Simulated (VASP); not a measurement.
A run of VASP 6.6.1:

File INCAR:

```
SYSTEM = AgI
PREC = Accurate ; ENCUT = 520
EDIFF = 1E-6 ; ISMEAR = 0
SIGMA = 0.02 ; LREAL = .FALSE.
LASPH = .TRUE. ; NELM = 100
ALGO = Fast ; ISIF = 2
LWAVE = .FALSE. ; LCHARG = .FALSE.
GGA = PE ; IVDW = 12
NBANDS = 16
```

KPOINTS

```
Automatic mesh
0
G
  8 8 8
  0 0 0
```

The input POSCAR:

```
AgI
1.0
    0.0000000000      3.2481815701      3.2481815701
    3.2481815701      0.0000000000      3.2481815701
    3.2481815701      3.2481815701      0.0000000000
Ag I
1 1
Direct
    0.0000000000      0.0000000000      0.0000000000
    0.7500000000      0.7500000000      0.7500000000
```

Potentials or basis: VASP PAW PBE potentials, release 64 (Ag, I).

The run is started by

```console
$ cat potpaw_PBE.64/Ag/POTCAR potpaw_PBE.64/I/POTCAR > POTCAR
$ mpirun -np 1 vasp_std > vasp.out
```

Hardware: 1 thread of Intel(R) Xeon(R) Platinum 8488C (Sapphire Rapids), on a shared host.

Problem. How long does it take, and how much memory?

Solution. It took 35 s on 1 thread of Intel(R) Xeon(R) Platinum 8488C (Sapphire Rapids) (shared host), peak memory 0.22 GiB. Counts: scf iterations 12, k points 29.
